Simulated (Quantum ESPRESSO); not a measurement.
# Sb (I4/mmm) in Quantum ESPRESSO: convergence with density cutoff

Aim: find how far density cutoff must go before the results for Sb settle, at PBEsol. This setting moves, with any that are tied to it; all else stays.

Everything below comes from runs of Quantum ESPRESSO 7.5. Logs are shortened: lines on timing, memory, paths and dates and some standing lists are left out, and cuts for length are marked.

**1. The crystal as given**

Symmetry: I4/mmm, No. 139, tetragonal system. Conventional cell: a = 3.153 Å, b = 3.153 Å, c = 5.424 Å, α = 90.00°, β = 90.00°, γ = 90.00°. Sb (site symmetry 4/mmm) has 12 Sb at 3.15 to 3.51 Å as nearest neighbours.

This isn't the form of Sb at room conditions, which is rhombohedral.

**2. With density cutoff 180 Ry**

File pw.in:

```
&CONTROL
  calculation = 'scf'
  prefix = 'pwscf'
  outdir = './tmp'
  pseudo_dir = './pseudo'
  tprnfor = .true.
  tstress = .true.
  disk_io = 'nowf'
/
&SYSTEM
  ibrav = 0
  nat = 1
  ntyp = 1
  ecutwfc = 45
  ecutrho = 180
  nbnd = 13
  occupations = 'smearing'
  smearing = 'mv'
  degauss = 0.00367493
/
&ELECTRONS
  conv_thr = 2d-10
  electron_maxstep = 120
  mixing_beta = 0.5
/
ATOMIC_SPECIES
Sb   121.7600 sb_pbesol_v1.4.uspp.F.UPF
CELL_PARAMETERS angstrom
  -1.5765401831    1.5765401831    2.7119384313
   1.5765401831   -1.5765401831    2.7119384313
   1.5765401831    1.5765401831   -2.7119384313
ATOMIC_POSITIONS crystal
Sb     0.0000000000    0.0000000000    0.0000000000
K_POINTS automatic
12 12 12 0 0 0
```

Potentials or basis: GBRV 1.5 PBEsol.

Command:

```console
$ OMP_NUM_THREADS=1 pw.x -in pw.in > pw.out
```

pw.out:

```text
This program is part of the open-source Quantum ESPRESSO suite
     for quantum simulation of materials; please cite
[... 9 lines left out ...]
     --------------------
     sticks:   dense  smooth     PW     G-vecs:    dense   smooth      PW
     Sum         617     617    239                 7429     7429    1789

     Using Slab Decomposition

     bravais-lattice index     =            0
     lattice parameter (alat)  =       6.6344  a.u.
     unit-cell volume          =     181.9477 (a.u.)^3
     number of atoms/cell      =            1
     number of atomic types    =            1
     number of electrons       =        15.00
     number of Kohn-Sham states=           13
     kinetic-energy cutoff     =      45.0000  Ry
     charge density cutoff     =     180.0000  Ry
     scf convergence threshold =      2.0E-10
     mixing beta               =       0.5000
     number of iterations used =            8  plain     mixing
     Exchange-correlation= SLA  PW   PSX  PSC
                           (   1   4  10   8   0   0   0)

     celldm(1)=   6.634410  celldm(2)=   0.000000  celldm(3)=   0.000000
     celldm(4)=   0.000000  celldm(5)=   0.000000  celldm(6)=   0.000000

     crystal axes: (cart. coord. in units of alat)
               a(1) = (  -0.449057   0.449057   0.772461 )
               a(2) = (   0.449057  -0.449057   0.772461 )
               a(3) = (   0.449057   0.449057  -0.772461 )

     reciprocal axes: (cart. coord. in units 2 pi/alat)
               b(1) = (  0.000000  1.113444  0.647282 )
               b(2) = (  1.113444  0.000000  0.647282 )
               b(3) = (  1.113444  1.113444  0.000000 )

     PseudoPot. # 1 for Sb read from file:
     sb_pbesol_v1.4.uspp.F.UPF
     Pseudo is Ultrasoft + core correction, Zval = 15.0
     Generated by new atomic code, or converted to UPF format
     Using radial grid of  891 points,  6 beta functions with:
                l(1) =   0
                l(2) =   0
                l(3) =   1
                l(4) =   1
                l(5) =   2
                l(6) =   2
     Q(r) pseudized with  8 coefficients,  rinner =    1.350   1.350   1.350
                                                       1.350   1.350

     atomic species   valence    mass     pseudopotential
     Sb               15.00   121.76000     Sb( 1.00)

     16 Sym. Ops., with inversion, found

   Cartesian axes

     site n.     atom                  positions (alat units)
         1        Sb     tau(   1) = (   0.0000000   0.0000000   0.0000000  )

     number of k points=   163  Marzari-Vanderbilt smearing, width (Ry)=  0.0037

     Number of k-points >= 100: set verbosity='high' to print them.

     Dense  grid:     7429 G-vectors     FFT dimensions: (  30,  30,  30)

     Check: negative core charge=   -0.000002

     Initial potential from superposition of free atoms

     starting charge      14.0000, renormalised to      15.0000
     Starting wfcs are    9 randomized atomic wfcs +    4 random wfcs

     Self-consistent Calculation

     iteration #  1     ecut=    45.00 Ry     beta= 0.50
     Davidson diagonalization with overlap
     ethr =  1.00E-02,  avg # of iterations =  5.7

     total energy              =    -184.38007686 Ry
     estimated scf accuracy    <       1.01358933 Ry

     iteration #  2     ecut=    45.00 Ry     beta= 0.50
     Davidson diagonalization with overlap
     ethr =  6.76E-03,  avg # of iterations =  2.0

     total energy              =    -184.58139870 Ry
     estimated scf accuracy    <       0.01182954 Ry

     iteration #  3     ecut=    45.00 Ry     beta= 0.50
     Davidson diagonalization with overlap
     ethr =  7.89E-05,  avg # of iterations =  3.3
[... 22 lines left out ...]
     total energy              =    -184.58221595 Ry
     estimated scf accuracy    <          6.0E-09 Ry

     iteration #  7     ecut=    45.00 Ry     beta= 0.50
     Davidson diagonalization with overlap
     ethr =  4.00E-11,  avg # of iterations =  2.5

     total energy              =    -184.58221595 Ry
     estimated scf accuracy    <          1.0E-09 Ry

     iteration #  8     ecut=    45.00 Ry     beta= 0.50
     Davidson diagonalization with overlap
     ethr =  6.81E-12,  avg # of iterations =  2.0

     End of self-consistent calculation

     Number of k-points >= 100: set verbosity='high' to print the bands.

     the Fermi energy is    11.6970 ev

!    total energy              =    -184.58221595 Ry
     estimated scf accuracy    <          1.5E-11 Ry
     smearing contrib. (-TS)   =      -0.00002049 Ry
     internal energy E=F+TS    =    -184.58219546 Ry

     The total energy is F=E-TS. E is the sum of the following terms:
     one-electron contribution =     -71.34045287 Ry
     hartree contribution      =      44.85118325 Ry
     xc contribution           =     -43.57580407 Ry
     ewald contribution        =    -114.51712177 Ry

     convergence has been achieved in   8 iterations

     Forces acting on atoms (cartesian axes, Ry/au):

     atom    1 type  1   force =     0.00000000    0.00000000    0.00000000

     Total force =     0.000000     Total SCF correction =     0.000000

     Computing stress (Cartesian axis) and pressure

          total   stress  (Ry/bohr**3)                   (kbar)     P=      -14.28
  -0.00008925   0.00000000   0.00000000          -13.13        0.00        0.00
   0.00000000  -0.00008925   0.00000000            0.00      -13.13        0.00
   0.00000000   0.00000000  -0.00011275            0.00        0.00      -16.59

=------------------------------------------------------------------------------=
   JOB DONE.
=------------------------------------------------------------------------------=
```

It took 30 s on 1 thread of Arm Neoverse V2, shared host; peak memory 0.08 GiB.

Results:

| Item | Value |
| --- | --- |
| Free energy | -2511.3690 eV |
| Pressure | -1.4 GPa |
| Band gap on the k mesh | none (metal or under the smearing width) |

**3. With density cutoff 225 Ry**

pw.in, as its differences from that of step 2:

```diff
@@ -14,3 +14,3 @@
   ecutwfc = 45
-  ecutrho = 180
+  ecutrho = 225
   nbnd = 13
```

Potentials or basis: GBRV 1.5 PBEsol.

Command:

```console
$ OMP_NUM_THREADS=1 pw.x -in pw.in > pw.out
```

Run time: 31 s. Hardware: 1 thread of Arm Neoverse V2, shared host; peak memory 0.09 GiB.

What came out:

| Quantity | Value |
| --- | --- |
| Free energy | -2511.3690 eV |
| Pressure | -1.4 GPa |
| Band gap on the k mesh | none (metal or under the smearing width) |

**4. With density cutoff 270 Ry**

pw.in, as its differences from that of step 3:

```diff
@@ -14,3 +14,3 @@
   ecutwfc = 45
-  ecutrho = 225
+  ecutrho = 270
   nbnd = 13
```

Command:

```console
$ OMP_NUM_THREADS=1 pw.x -in pw.in > pw.out
```

Wall time 31 s (1 thread of Arm Neoverse V2, shared host); peak memory 0.1 GiB.

What came out:

```yaml
Free_energy: -2511.3691 eV
Pressure: -1.4 GPa
Band_gap_on_the_k_mesh: none (metal or under the smearing width)
```

**5. With density cutoff 315 Ry**

pw.in, as its differences from that of step 4:

```diff
@@ -14,3 +14,3 @@
   ecutwfc = 45
-  ecutrho = 270
+  ecutrho = 315
   nbnd = 13
```

Command:

```console
$ OMP_NUM_THREADS=1 pw.x -in pw.in > pw.out
```

Wall time 31 s (1 thread of Arm Neoverse V2, shared host); peak memory 0.11 GiB.

Results:

```yaml
Free_energy: -2511.3690 eV
Pressure: -1.4 GPa
Band_gap_on_the_k_mesh: none (metal or under the smearing width)
```

**6. With density cutoff 360 Ry**

pw.in, as its differences from that of step 5:

```diff
@@ -14,3 +14,3 @@
   ecutwfc = 45
-  ecutrho = 315
+  ecutrho = 360
   nbnd = 13
```

Potentials or basis: GBRV 1.5 PBEsol.

Command:

```console
$ OMP_NUM_THREADS=1 pw.x -in pw.in > pw.out
```

Run time: 32 s. Hardware: 1 thread of Arm Neoverse V2, shared host; peak memory 0.11 GiB.

The run converged. Its results:

| Item | Value |
| --- | --- |
| Free energy | -2511.3691 eV |
| Pressure | -1.4 GPa |
| Band gap on the k mesh | none (metal or under the smearing width) |

**7. With density cutoff 450 Ry**

pw.in, as its differences from that of step 6:

```diff
@@ -14,3 +14,3 @@
   ecutwfc = 45
-  ecutrho = 360
+  ecutrho = 450
   nbnd = 13
```

Command:

```console
$ OMP_NUM_THREADS=1 pw.x -in pw.in > pw.out
```

It took 32 s on 1 thread of Arm Neoverse V2, shared host; peak memory 0.16 GiB.

It converged, with:

```
Free energy            : -2511.3690 eV
Pressure               : -1.4 GPa
Band gap on the k mesh : none (metal or under the smearing width)
```

**8. With density cutoff 540 Ry**

pw.in, as its differences from that of step 7:

```diff
@@ -14,3 +14,3 @@
   ecutwfc = 45
-  ecutrho = 450
+  ecutrho = 540
   nbnd = 13
```

Command:

```console
$ OMP_NUM_THREADS=1 pw.x -in pw.in > pw.out
```

Run time: 33 s. Hardware: 1 thread of Arm Neoverse V2, shared host; peak memory 0.19 GiB.

The run converged. Its results:

| Quantity | Value |
| --- | --- |
| Free energy | -2511.3690 eV |
| Pressure | -1.4 GPa |
| Band gap on the k mesh | none (metal or under the smearing width) |

**9. With density cutoff 720 Ry**

pw.in, as its differences from that of step 8:

```diff
@@ -14,3 +14,3 @@
   ecutwfc = 45
-  ecutrho = 540
+  ecutrho = 720
   nbnd = 13
```

Potentials or basis: GBRV 1.5 PBEsol.

Command:

```console
$ OMP_NUM_THREADS=1 pw.x -in pw.in > pw.out
```

Run time: 31 s. Hardware: 1 thread of Arm Neoverse V2, shared host; peak memory 0.26 GiB.

It converged, with:

| Quantity | Value |
| --- | --- |
| Free energy | -2511.3690 eV |
| Pressure | -1.4 GPa |
| Band gap on the k mesh | none (metal or under the smearing width) |

**10. The series at a glance**

```
density cutoff  energy less the tightest run, at zero smearing (meV/atom)  SCF cycles  CPU time (s)  peak memory (GiB)
        180 Ry                                                       0.03           8            30               0.08
        225 Ry                                                       0.03           8            31               0.09
        270 Ry                                                      -0.10           8            31                0.1
        315 Ry                                                      -0.01           8            31               0.11
        360 Ry                                                      -0.04           8            32               0.11
        450 Ry                                                       0.01           8            32               0.16
        540 Ry                                                       0.01           8            33               0.19
        720 Ry                                                       0.00           8            31               0.26
```

Against the tightest run, the energy stays within 1 meV/atom from 180 Ry on. The tightest run that finished is the yardstick and may itself not be fully converged.
